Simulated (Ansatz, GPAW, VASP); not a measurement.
# One calculation of PbSe, 3 ways

```
CELL_PARAMETERS angstrom
0.00000 3.06065 3.06065
3.06065 0.00000 3.06065
3.06065 3.06065 0.00000
ATOMIC_POSITIONS crystal
Pb 0.00000 0.00000 0.00000
Se 0.50000 0.50000 0.50000
```

Alike in all runs: task single point; functional PBE; k mesh 8 × 8 × 8; occupations gaussian, width 0.021 eV; no spin polarisation; no spin-orbit coupling. Pressure is positive in compression and, in plane waves, holds the error of the finite cutoff.

```json
{"program and potentials": "Ansatz, all-electron LAPW, scalar-relativistic", "plane-wave cutoff (eV)": "-", "notes": "-", "band gap (eV)": "0.28", "pressure (GPa)": "2.43"}
{"program and potentials": "VASP, PBE PAW files Pb_d, Se, 520 eV", "plane-wave cutoff (eV)": "520", "notes": "-", "band gap (eV)": "0.29", "pressure (GPa)": "2.41"}
{"program and potentials": "GPAW, GPAW PAW data sets (gpaw-data 1.2.1)", "plane-wave cutoff (eV)": "600", "notes": "-", "band gap (eV)": "0.24", "pressure (GPa)": "2.22"}
```

The band gap spans 0.24 (GPAW, GPAW PAW data sets (gpaw-data 1.2.1)) to 0.29 eV (VASP, PBE PAW files Pb_d, Se, 520 eV), with all-electron results at 0.28. The pressure spans 2.22 (GPAW, GPAW PAW data sets (gpaw-data 1.2.1)) to 2.43 GPa (Ansatz, all-electron LAPW, scalar-relativistic), with all-electron results at 2.43. Spin-orbit coupling, left out here, moves the band edges of heavy atoms.

The functional is the same throughout but for its coding, so the spread measures potentials, basis and numerics; runs on potential files found faulty are left out.

All three calculations give a small-gap semiconductor under compression. VASP nearly reproduces the all-electron gap and pressure, while GPAW lies lower in both, perhaps through its data sets' treatment of the Pb and Se cores. The positive pressure means that PBE favours a larger cell than the one used, in line with its usual underbinding of heavy-element solids.

In rock-salt PbSe the band edges lie at L. The valence edge is mainly Se 4p, pushed upward by antibonding mixing with the Pb 6s lone-pair states, and the conduction edge is mainly Pb 6p. Because compression normally narrows this gap, relaxing the cell would probably widen it.

The all-electron gap of 0.28 eV resembles the room-temperature experimental value, but this is probably a cancellation of errors. Spin-orbit coupling lowers the Pb 6p conduction edge strongly, and with a semilocal functional it can close or even invert the gap at L. Agreement between the codes therefore supports their numerical consistency, not the predicted size or band ordering of the real gap.
